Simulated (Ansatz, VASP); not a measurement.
# KI: programs and potentials compared

The starting cell:

```xyz
2
Lattice="0.0000 3.5328 3.5328 3.5328 0.0000 3.5328 3.5328 3.5328 0.0000" Properties=species:S:1:pos:R:3 pbc="T T T"
I     3.5328    3.5328    3.5328
K     0.0000    0.0000    0.0000
```

Alike in all runs: task relaxation of cell and atoms; functional LDA; k mesh 7 × 7 × 7; occupations fermi-dirac, width 0.05 eV; no spin polarisation; no spin-orbit coupling. LDA stands for any of its common fits.

| program and potentials | plane-wave cutoff (eV) | notes | equilibrium volume (Å³/atom) |
| --- | --- | --- | --- |
| Ansatz, Ansatz PAW | 420 | potentials made for PBE, which Ansatz adapts in part; 13 valence electrons an atom on average | 39.70 |
| VASP, LDA PAW files I, K_sv, 600 eV | 600 | 8 valence electrons an atom on average | 39.78 |
| Ansatz, all-electron LAPW, scalar-relativistic | - | - | 39.71 |

The equilibrium volume spans 39.70 (Ansatz, Ansatz PAW) to 39.78 Å³/atom (VASP, LDA PAW files I, K_sv, 600 eV), with all-electron results at 39.71. Relaxations stop with a little pressure left, so the last digit of a volume isn't settled.

The functional is the same throughout but for its coding, so the spread measures potentials, basis and numerics; runs on potential files found faulty are left out.
